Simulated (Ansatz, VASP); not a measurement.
Mg: VASP beside Ansatz

```
Mg
1.0
     4.81391   -2.77931   -5.21033
    -4.81391   -2.77931   -5.21033
     0.00000    5.55862   -5.21033
Mg
18
Direct
  0.13889 0.47222 0.13889
  0.80556 0.47222 0.47222
  0.47222 0.13889 0.13889
  0.47222 0.47222 0.80556
  0.13889 0.13889 0.47222
  0.80556 0.80556 0.13889
  0.80556 0.13889 0.80556
  0.47222 0.80556 0.47222
  0.13889 0.80556 0.80556
  0.19444 0.19444 0.86111
  0.86111 0.19444 0.19444
  0.52778 0.86111 0.86111
  0.52778 0.19444 0.52778
  0.19444 0.86111 0.19444
  0.86111 0.52778 0.86111
  0.86111 0.86111 0.52778
  0.52778 0.52778 0.19444
  0.19444 0.52778 0.52778
```

Alike in both runs: task single point; functional PBE; k mesh 3 × 3 × 3; occupations gaussian, width 0.1 eV; no spin polarisation.

```csv
,VASP,Ansatz
version,VASP 6.6.1,Ansatz 0.2.0
potentials or method,"VASP PAW PBE potentials, release 64 (Mg)","scalar-relativistic, plane waves, PAW"
plane-wave cutoff (eV),520,420
valence electrons in the cell,36,180
```

|  | VASP | Ansatz | Ansatz less VASP |
| --- | --- | --- | --- |
| gap on the k mesh at the Fermi level (eV) | none | none | - |
| pressure (GPa) | -0.6 | -0.5 | +0.12 |
| largest component of the traceless stress (GPa) | 1.01 | 1.00 | -0.010 |

A gap of «none» marks a metal or a gap that the smearing closes. The two sets of potentials don't hold the same shells in valence.
